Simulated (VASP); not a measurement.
# C (Fd-3m) in VASP: band structure with HSE06

Aim: the band structure of C with HSE06.

Everything below comes from runs of VASP 6.6.1. Logs are shortened: lines on timing, memory, paths and dates and some standing lists are left out, and cuts for length are marked.

## Step 1: The structure

It takes space group Fd-3m (No. 227, cubic). Conventional cell: a = 3.573 Å, b = 3.573 Å, c = 3.573 Å, α = 90.00°, β = 90.00°, γ = 90.00°. C (site symmetry -43m) is surrounded by 4 C at 1.55 Å.

This isn't the form of C at room conditions, which is graphite.

## Step 2: Band structure, HSE06

The input, POSCAR:

```
C                                       
1.0
    0.0000000000      1.7867104381      1.7867104381
    1.7867104381      0.0000000000      1.7867104381
    1.7867104381      1.7867104381      0.0000000000
  C             
     2
Direct
     0.0000000000000000    0.0000000000000000    0.0000000000000000
     0.2500000000000000    0.2500000000000000    0.2500000000000000
```

The input, INCAR.step1:

```
SYSTEM = C
  PREC = Accurate
  ENCUT = 520
  EDIFF = 1E-5
  ISMEAR = 0
  SIGMA = 0.02
  LREAL = .False.
  LASPH = .True.
  NELM = 80
  ALGO = Normal
  ISIF = 2
  LWAVE = .True.
  LCHARG = .False.
  NBANDS = 11
  KPAR = 4
  GGA = PE
```

The input, INCAR.step2:

```
SYSTEM = C
  PREC = Accurate
  ENCUT = 520
  EDIFF = 1E-7
  ISMEAR = 0
  SIGMA = 0.02
  LREAL = .False.
  LASPH = .True.
  NELM = 80
  ALGO = Normal
  ISIF = 2
  LWAVE = .False.
  LCHARG = .False.
  GGA = PE
  LHFCALC = .True.
  HFSCREEN = 0.2
  PRECFOCK = Fast
  NBANDS = 11
  KPAR = 4
  ISTART = 1
```

The input, KPOINTS:

```
regular mesh
0
Gamma
  8 8 8
  0 0 0
```

The input, KPOINTS_OPT:

```
path GXWKGLUWLK,UX
8
line-mode
reciprocal
 0.0000000000  0.0000000000  0.0000000000  G
 0.5000000000  0.0000000000  0.5000000000  X

 0.5000000000  0.0000000000  0.5000000000  X
 0.5000000000  0.2500000000  0.7500000000  W

 0.5000000000  0.2500000000  0.7500000000  W
 0.3750000000  0.3750000000  0.7500000000  K

 0.3750000000  0.3750000000  0.7500000000  K
 0.0000000000  0.0000000000  0.0000000000  G

 0.0000000000  0.0000000000  0.0000000000  G
 0.5000000000  0.5000000000  0.5000000000  L

 0.5000000000  0.5000000000  0.5000000000  L
 0.6250000000  0.2500000000  0.6250000000  U

 0.6250000000  0.2500000000  0.6250000000  U
 0.5000000000  0.2500000000  0.7500000000  W

 0.5000000000  0.2500000000  0.7500000000  W
 0.5000000000  0.5000000000  0.5000000000  L

 0.5000000000  0.5000000000  0.5000000000  L
 0.3750000000  0.3750000000  0.7500000000  K

 0.6250000000  0.2500000000  0.6250000000  U
 0.5000000000  0.0000000000  0.5000000000  X
```

Potentials or basis: VASP PAW PBE potentials, release 64 (C).

Started as:

```sh
$ cat potpaw_PBE.64/C/POTCAR > POTCAR
$ cp INCAR.step1 INCAR
$ mpirun -np 4 vasp_std > vasp.out
$ cp INCAR.step2 INCAR
$ mpirun -np 4 vasp_std > vasp.out
```

OUTCAR:

```text
SYSTEM = C
   PREC = Accurate
   ENCUT = 520
   EDIFF = 1E-7
   ISMEAR = 0
   LREAL = .False.
   LASPH = .True.
   NELM = 80
   ISIF = 2
   GGA = PE
   LHFCALC = .True.
   HFSCREEN = 0.2
   PRECFOCK = Fast
   ISTART = 1

 ion  position               nearest neighbor table
   1  0.000  0.000  0.000-   2 1.55   2 1.55   2 1.55   2 1.55
   2  0.250  0.250  0.250-   1 1.55   1 1.55   1 1.55   1 1.55

  LATTYP: Found a face centered cubic cell.
 ALAT       =     3.5734208762

  Lattice vectors:

 A1 = (   0.0000000000,   1.7867104381,   1.7867104381)
 A2 = (   1.7867104381,   0.0000000000,   1.7867104381)
 A3 = (   1.7867104381,   1.7867104381,   0.0000000000)

Analysis of symmetry for initial positions (statically):
=====================================================================
 Subroutine PRICEL returns:
 Original cell was already a primitive cell.

 Routine SETGRP: Setting up the symmetry group for a
 face centered cubic supercell.

 Subroutine GETGRP returns: Found 48 space group operations
 (whereof 24 operations were pure point group operations)
 out of a pool of 48 trial point group operations.

The static configuration has the point symmetry T_d .
 The point group associated with its full space group is O_h .

Analysis of symmetry for dynamics (positions and initial velocities):
=====================================================================
 Subroutine PRICEL returns:
 Original cell was already a primitive cell.

 Routine SETGRP: Setting up the symmetry group for a
 face centered cubic supercell.

 Subroutine GETGRP returns: Found 48 space group operations
 (whereof 24 operations were pure point group operations)
 out of a pool of 48 trial point group operations.

The dynamic configuration has the point symmetry T_d .
 The point group associated with its full space group is O_h .

 Subroutine INISYM returns: Found 48 space group operations
 (whereof 24 operations are pure point group operations),
 and found     1 'primitive' translations

----------------------------------------------------------------------------------------

                                     Primitive cell

  volume of cell :      11.4076

  direct lattice vectors                    reciprocal lattice vectors
     0.000000000  1.786710438  1.786710438    -0.279843890  0.279843890  0.279843890
     1.786710438  0.000000000  1.786710438     0.279843890 -0.279843890  0.279843890
     1.786710438  1.786710438  0.000000000     0.279843890  0.279843890 -0.279843890

  length of vectors
     2.526790134  2.526790134  2.526790134     0.484703836  0.484703836  0.484703836

  position of ions in fractional coordinates (direct lattice)
     0.000000000  0.000000000  0.000000000
     0.250000000  0.250000000  0.250000000

  ion indices of the primitive-cell ions
   primitive index   ion index
                 1           1
                 2           2

----------------------------------------------------------------------------------------

 KPOINTS: regular mesh

Automatic generation of k-mesh.
 Grid dimensions read from file:
 generate k-points for:    8    8    8

 Generating k-lattice:

  Cartesian coordinates                     Fractional coordinates (reciprocal lattice)
    -0.034980486  0.034980486  0.034980486     0.125000000  0.000000000  0.000000000
     0.034980486 -0.034980486  0.034980486     0.000000000  0.125000000  0.000000000
     0.034980486  0.034980486 -0.034980486     0.000000000  0.000000000  0.125000000

  Length of vectors
     0.060587980  0.060587980  0.060587980

  Shift w.r.t. Gamma in fractional coordinates (k-lattice)
     0.000000000  0.000000000  0.000000000

 Subroutine IBZKPT returns following result:
 ===========================================

 Found     29 irreducible k-points:

 Following reciprocal coordinates:
            Coordinates               Weight
  0.000000  0.000000  0.000000      1.000000
  0.125000  0.000000  0.000000      8.000000
  0.250000  0.000000  0.000000      8.000000
  0.375000  0.000000  0.000000      8.000000
  0.500000  0.000000  0.000000      4.000000
  0.125000  0.125000  0.000000      6.000000
[... 16 lines left out ...]
  0.500000  0.250000  0.125000     48.000000
 -0.375000  0.250000  0.125000     24.000000
 [... further k-points ...]
   k-points           NKPTS =     29   k-points in BZ     NKDIM =    512   number of bands    NBANDS=     11
   number of dos      NEDOS =    301   number of ions     NIONS =      2
   total plane-waves  NPLWV =   8000
   dimension x,y,z NGX =    20 NGY =   20 NGZ =   20
   dimension x,y,z NGXF=    40 NGYF=   40 NGZF=   40
   ions per type =               2
   NGX,Y,Z   is equivalent  to a cutoff of  13.16, 13.16, 13.16 a.u.
   NGXF,Y,Z  is equivalent  to a cutoff of  26.32, 26.32, 26.32 a.u.
 SYSTEM =  C
   PREC   = accura    normal or accurate (medium, high low for compatibility)
   ISTART =      1    job   : 0-new  1-cont  2-samecut
   ICHARG =      0    charge: 1-file 2-atom 10-const
   ISPIN  =      1    spin polarized calculation?
   LNONCOLLINEAR =      F non collinear calculations
   LSORBIT =      F    spin-orbit coupling
   LASPH  =      T    aspherical Exc in radial PAW
   ENCUT  =  520.0 eV  38.22 Ry    6.18 a.u.   4.70  4.70  4.70*2*pi/ulx,y,z
   NELM   =     80;   NELMIN=  2; NELMDL=  0     # of ELM steps
   EDIFF  = 0.1E-06   stopping-criterion for ELM
   LREAL  =      F    real-space projection
   EDIFFG = 0.1E-05   stopping-criterion for IOM
   NSW    =      0    number of steps for IOM
   IBRION =     -1    ionic relax: 0-MD 1-quasi-New 2-CG
   NFREE  =      0    steps in history (QN), initial steepest desc. (CG)
   ISIF   =      2    stress and relaxation
   ISYM   =      3    0-nonsym 1-usesym 2-fastsym
   POTIM  = 0.5000    time-step for ionic-motion
   TEBEG  =    0.0;   TEEND  =   0.0 temperature during run
   PSTRESS=    0.0 pullay stress
   NELECT =       8.0000    total number of electrons
   NUPDOWN=      -1.0000    fix difference up-down
   EMIN   =  10.00;   EMAX   =-10.00  energy-range for DOS
   EFERMI =   0.00;   METHOD = LEGACY
   ISMEAR =     0;   SIGMA  =   0.02  broadening in eV -4-tet -1-fermi 0-gaus
   EFERMI_NEDOS =   21; number of points for ismear=-14 and -15
   IALGO  =     38    algorithm
   IMIX   =      1    mixing-type and parameters
     AMIX     =   0.40;   BMIX     =  1.00
     AMIX_MAG =   1.60;   BMIX_MAG =  1.00
  volume/ion in A,a.u.               =       5.70        38.49
  Fermi-wavevector in a.u.,A,eV,Ry     =   1.454479  2.748566 28.783232  2.115508
  Thomas-Fermi vector in A             =   2.571625
   LORBIT       =      0    0 simple, 1 ext, 2 COOP (PROOUT), +10 PAW based schemes
   GGA     = PE    functional components
   LHFCALC =     T    Hartree Fock is set to
   PRECFOCK=fast      Normal, Fast or Accurate (Low or Medium for compatibility)
   ENCUT4O =  -1.0   cutoff for four orbital integrals eV
   NKREDX  =     1    reduce k-point grid by
   NKREDY  =     1    reduce k-point grid by
   NKREDZ  =     1    reduce k-point grid by
   AEXX    =    0.2500 exact exchange contribution
   HFSCREEN=    0.2000 screening length (either q_TF or 0.3 A-1)
   HFSCREENC=   0.2000 screening length for correlation (either q_TF or 0.3 A-1)
   ENCUTFOCK=  -1.0 apply spherical cutoff to Coloumb kernel
   IVDW    =     0    specifies the selected vdW correction
   LEPSILON=     F    determine dielectric tensor
   LRPA    =     F    only Hartree local field effects (RPA)
 non-spin polarized calculation
 Gauss-broadening in eV      SIGMA  =   0.02
  energy-cutoff  :      520.00
  volume of cell :       11.41
 maximum number of plane-waves:       331
  NGX = 12; NGY = 12; NGZ = 12

 number of electron       7.9999999 magnetization

 Free energy of the ion-electron system (eV)
  ---------------------------------------------------
  ext. energy  EPLUGINS =         0.00000000
  ---------------------------------------------------
  free energy    TOTEN  =       -21.08426660 eV

  energy without entropy =      -21.08426660  energy(sigma->0) =      -21.08426660

 E-fermi :   9.2570     XC(G=0): -10.7883

 val. band max:        9.0214714021   @ k =   0.0000   0.0000   0.0000
 cond. band min:      14.3078110611   @ k =   0.3750   0.3750   0.0000
 fundamental gap:      5.2863396590
 Fermi energy:         9.2569701919

 k-point     1 :       0.0000    0.0000    0.0000
  band No.  band energies     occupation
      1     -14.4417      2.00000
      2       9.0215      2.00000
      3       9.0215      2.00000
      4       9.0215      2.00000
      5      15.9964      0.00000
      6      15.9964      0.00000
      7      15.9964      0.00000
      8      24.1719      0.00000
      9      29.8122      0.00000
     10      37.2782      0.00000
     11      37.2782      0.00000

 k-point     2 :       0.1250    0.0000    0.0000
  band No.  band energies     occupation
      1     -13.9757      2.00000
      2       6.4228      2.00000
      3       8.3314      2.00000
      4       8.3314      2.00000
      5      16.9124      0.00000
      6      16.9124      0.00000
      7      17.3067      0.00000
      8      24.5834      0.00000
      9      30.5526      0.00000
     10      34.1104      0.00000
     11      34.1104      0.00000

 k-point     3 :       0.2500    0.0000    0.0000
  band No.  band energies     occupation
      1     -12.5920      2.00000
      2       1.8312      2.00000
      3       7.1394      2.00000
      4       7.1394      2.00000
      5      18.3578      0.00000
      6      18.3578      0.00000
      7      18.6082      0.00000
      8      25.6059      0.00000
      9      31.4308      0.00000
     10      33.0290      0.00000
     11      33.0290      0.00000
[... 267 lines left out ...]
 k-point    23 :       0.5000    0.2500    0.1250
  band No.  band energies     occupation
      1      -9.1919      2.00000
      2      -1.7581      2.00000
      3       2.1854      2.00000
      4       4.5960      2.00000
      5      18.4542      0.00000
      6      20.2170      0.00000
      7      23.2385      0.00000
      8      24.2250      0.00000
      9      31.0998      0.00000
     10      33.3568      0.00000
     11      37.1497      0.00000

 k-point    24 :      -0.3750    0.2500    0.1250
  band No.  band energies     occupation
      1      -7.1547      2.00000
      2      -4.4573      2.00000
      3       2.1278      2.00000
      4       3.9464      2.00000
      5      18.7511      0.00000
      6      20.0406      0.00000
      7      24.0320      0.00000
      8      25.9352      0.00000
      9      28.9980      0.00000
     10      35.2043      0.00000
     11      37.2897      0.00000

 [... further k-points ...]
[... 5 lines left out ...]
  --------------------------------------------------------------------------------------
  -------------------------------------------------------------------------------------
  Total       -0.6982146     -0.6982146     -0.6982146     -0.0000000      0.0000000     -0.0000000
  in kB      -98.0634077    -98.0634077    -98.0634077     -0.0000000      0.0000000     -0.0000000
  external PRESSURE =     -98.0634077 kB  Pullay stress =       0.0000000 kB

 VOLUME and BASIS-vectors are now :
 -----------------------------------------------------------------------------
  energy-cutoff  :      520.00
  volume of cell :       11.41
      direct lattice vectors                 reciprocal lattice vectors
     0.000000000  1.786710438  1.786710438    -0.279843890  0.279843890  0.279843890
     1.786710438  0.000000000  1.786710438     0.279843890 -0.279843890  0.279843890
     1.786710438  1.786710438  0.000000000     0.279843890  0.279843890 -0.279843890

 POSITION                                       TOTAL-FORCE (eV/Angst)
 -----------------------------------------------------------------------------------
      0.00000      0.00000      0.00000         0.000000      0.000000      0.000000
      0.89336      0.89336      0.89336        -0.000000     -0.000000     -0.000000
 -----------------------------------------------------------------------------------
    total drift:                               -0.000000      0.000000     -0.000000

  FREE ENERGIE OF THE ION-ELECTRON SYSTEM (eV)
  ---------------------------------------------------
  free  energy   TOTEN  =       -21.0842665958 eV

  energy  without entropy=      -21.0842665958  energy(sigma->0) =      -21.08426660
```

It took 5.5 min on 4 MPI ranks of AMD EPYC 7R13 (Zen 3), shared host; peak memory 0.22 GiB.

What came out:

- Free energy: -21.0843 eV
- Pressure: -9.8 GPa
- Band gap on the k mesh: 5.29 eV, indirect (least direct gap 6.97 eV)
- Band gap along the path: 5.29 eV, indirect (least direct gap 6.97 eV)

Levels at the corners of the path, in eV from the valence-band top:
| point | band 2 | band 3 | band 4 | band 5 | band 6 | band 7 |
| --- | --- | --- | --- | --- | --- | --- |
| Γ | 0.00 | 0.00 | 0.00 | 6.97 | 6.97 | 6.97 |
| X | -14.04 | -6.84 | -6.84 | 5.92 | 5.92 | 19.15 |
| X | -14.04 | -6.84 | -6.84 | 5.92 | 5.92 | 19.15 |
| W | -13.21 | -8.99 | -8.99 | 12.16 | 12.16 | 14.20 |
| W | -13.21 | -8.99 | -8.99 | 12.16 | 12.16 | 14.20 |
| K | -12.90 | -10.06 | -5.83 | 6.90 | 12.35 | 16.49 |
| K | -12.90 | -10.06 | -5.83 | 6.90 | 12.35 | 16.49 |
| Γ | 0.00 | 0.00 | 0.00 | 6.97 | 6.97 | 6.97 |
| Γ | 0.00 | 0.00 | 0.00 | 6.97 | 6.97 | 6.97 |
| L | -14.56 | -3.05 | -3.05 | 10.02 | 10.02 | 10.28 |
| L | -14.56 | -3.05 | -3.05 | 10.02 | 10.02 | 10.28 |
| U | -12.90 | -10.06 | -5.83 | 6.90 | 12.35 | 16.49 |
| U | -12.90 | -10.06 | -5.83 | 6.90 | 12.35 | 16.49 |
| W | -13.21 | -8.99 | -8.99 | 12.16 | 12.16 | 14.20 |
| W | -13.21 | -8.99 | -8.99 | 12.16 | 12.16 | 14.20 |
| L | -14.56 | -3.05 | -3.05 | 10.02 | 10.02 | 10.28 |
| L | -14.56 | -3.05 | -3.05 | 10.02 | 10.02 | 10.28 |
| K | -12.90 | -10.06 | -5.83 | 6.90 | 12.35 | 16.49 |
| U | -12.90 | -10.06 | -5.83 | 6.90 | 12.35 | 16.49 |
| X | -14.04 | -6.84 | -6.84 | 5.92 | 5.92 | 19.15 |

Caveat: the PAW data sets were made with another functional, which shifts forces and pressure a little.
